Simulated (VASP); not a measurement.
Input of a VASP 6.6.1 run:

Contents of INCAR:

```
SYSTEM = I
ALGO     = Normal         ! electronic algorithm
EDIFF    = 1E-7           ! SCF threshold, eV
ENCUT    = 520            ! plane-wave cutoff, eV
GGA      = PS             ! functional
ISIF     = 2              ! what is computed and relaxed
ISMEAR   = -1             ! smearing method
LASPH    = .TRUE.         ! aspherical terms in the spheres
LCHARG   = .FALSE.        ! write CHGCAR
LREAL    = .FALSE.        ! projectors in reciprocal space
LWAVE    = .FALSE.        ! write WAVECAR
NBANDS   = 10             ! bands
NELM     = 80             ! most SCF steps
PREC     = Accurate       ! precision mode
SIGMA    = 0.13605693000000002 ! smearing width, eV
```

Contents of KPOINTS:

```
k-points
0
G
  10 10 10
  0 0 0
```

Contents of POSCAR:

```
I
1.0
    3.3856953801      0.0000000000      0.0000000000
    0.0000000000      3.3856953801      0.0000000000
    0.0000000000      0.0000000000      3.3856953801
I
1
Direct
    0.0000000000      0.0000000000      0.0000000000
```

Potentials or basis: VASP PAW PBE potentials, release 64 (I).

Run with:

```bash
$ cat potpaw_PBE.64/I/POTCAR > POTCAR
$ mpirun -np 1 vasp_std > vasp.out
```

Task: Estimate the pressure.

Result: 0.0 GPa.

Task: Predict the band gap on the k mesh.

Result: None (metal or under the smearing width).

Caveat: the PAW data sets were made with another functional, which shifts forces and pressure a little; an odd number of electrons without spin polarisation forces a metal; a magnetic or distorted state may lie lower. The run has no spin-orbit coupling, so splittings on I are missing.
